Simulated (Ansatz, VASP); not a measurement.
# Two plane-wave programs on HfO2

INCAR

```
PREC = Accurate
ENCUT = 520
EDIFF = 1E-6
ISMEAR = 0
SIGMA = 0.05
LREAL = False
LASPH = True
NELM = 100
ALGO = Normal
ISIF = 2
LWAVE = False
LCHARG = False
GGA = PS
NBANDS = 18
```

Contents of KPOINTS:

```
Automatic mesh
0
Gamma
  8 8 8
```

Contents of POSCAR:

```
HfO2
1.0
    0.0000000000      2.5220673956      2.5220673956
    2.5220673956      0.0000000000      2.5220673956
    2.5220673956      2.5220673956      0.0000000000
Hf O
1 2
Direct
   -0.0029392237      0.0029392237      0.0029392237
    0.2663952796      0.2336047204      0.2336047204
    0.7663952796      0.7336047204      0.7336047204
```

Input for Ansatz:

```yaml
crystal:
  lattice:
    - [0.0, 2.5220673956, 2.5220673956]
    - [2.5220673956, 0.0, 2.5220673956]
    - [2.5220673956, 2.5220673956, 0.0]
  atoms:
    - { symbol: Hf, position: [-0.0029392237, 0.0029392237, 0.0029392237] }
    - { symbol: O, position: [0.2663952796, 0.2336047204, 0.2336047204] }
    - { symbol: O, position: [0.7663952796, 0.7336047204, 0.7336047204] }
basis:
  ecutwfc: 520.0
kpoints:
  mp_grid: { grid: [8, 8, 8] }
hamiltonian:
  xc: pbesol
  pseudopotentials: { kind: paw, azcp: { folder: soft_1 } }
scf:
  occupations: { method: gaussian, width: 0.05 }
output:
  forces: true
  stress: true
  eigenvalues: true
```

Change from the starting cell: mode 4 frozen in at -0.083 Å, strain +e along z and -e/2 along x and y +0.0000.

Alike in both runs: task single point; functional PBEsol; k mesh 8 × 8 × 8; occupations gaussian, width 0.05 eV; no spin polarisation.

```csv
,VASP,Ansatz
version,VASP 6.6.1,Ansatz 0.2.0
potentials or method,"VASP PAW PBE potentials, release 64 (Hf_pv, O)","scalar-relativistic, plane waves, PAW"
plane-wave cutoff (eV),520,520
valence electrons in the cell,22,38
```

```csv
,VASP,Ansatz,Ansatz less VASP
gap on the k mesh at the Fermi level (eV),3.71,3.70,-0.014
least direct gap on the mesh (eV),3.71,3.70,-0.014
pressure (GPa),-2.7,1.1,+3.75
rms of the force components (eV/Å),0.233,0.242,+0.0087
```

Atom by atom the forces differ by 0.009 eV/Å (rms over components). With one functional, cell and mesh, what is left measures potentials, basis and numerics. The two sets of potentials don't hold the same shells in valence. Ansatz warned: «pseudo_functional_mismatch».

Caveats: the PAW data sets were made with another functional, which shifts forces and pressure a little (VASP); spin-orbit coupling is left out, which moves the levels of the heavy elements. A k mesh can miss the band edges.
